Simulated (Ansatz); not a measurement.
# Vibrational response of Al

The calculation used DFT PBE, scalar-relativistic, plane waves, PAW (Ansatz). Cutoff 420 eV, 18×18×4 k-points (Γ-centred), Fermi-Dirac smearing of 0.15 eV. No spin polarisation. Phonons by linear response, acoustic sum rule imposed.

The cell, relaxed at this level:
```
CELL_PARAMETERS angstrom
2.85580 0.00000 0.00000
-1.42790 2.47320 0.00000
0.00000 0.00000 14.15054
ATOMIC_POSITIONS crystal
Al 0.00000 0.00000 0.00000
Al 0.66667 0.33333 0.83334
Al 0.00000 0.00000 0.66667
Al 0.66667 0.33333 0.50000
Al 0.00000 0.00000 0.33333
Al 0.66667 0.33333 0.16666
```

The structure comes from a generated guess, relaxed at this level; another structure or a mixture of phases may lie lower. In a metal, frequencies depend on the k mesh and the smearing, soft modes most. This form isn't the element's ground state: it lies 34 meV/atom above the standard structure at this level.

Optical modes at Γ:
```json
{"frequency (THz)": "1.49", "degeneracy": "4"}
{"frequency (THz)": "3.18", "degeneracy": "4"}
{"frequency (THz)": "4.18", "degeneracy": "2"}
{"frequency (THz)": "4.39", "degeneracy": "2"}
{"frequency (THz)": "7.95", "degeneracy": "2"}
{"frequency (THz)": "9.06", "degeneracy": "1"}
```

All 15 optical modes at Γ are real: no displacement of atoms at fixed cell lowers the energy to second order. Strains and modes at other wave vectors aren't tested by this run.
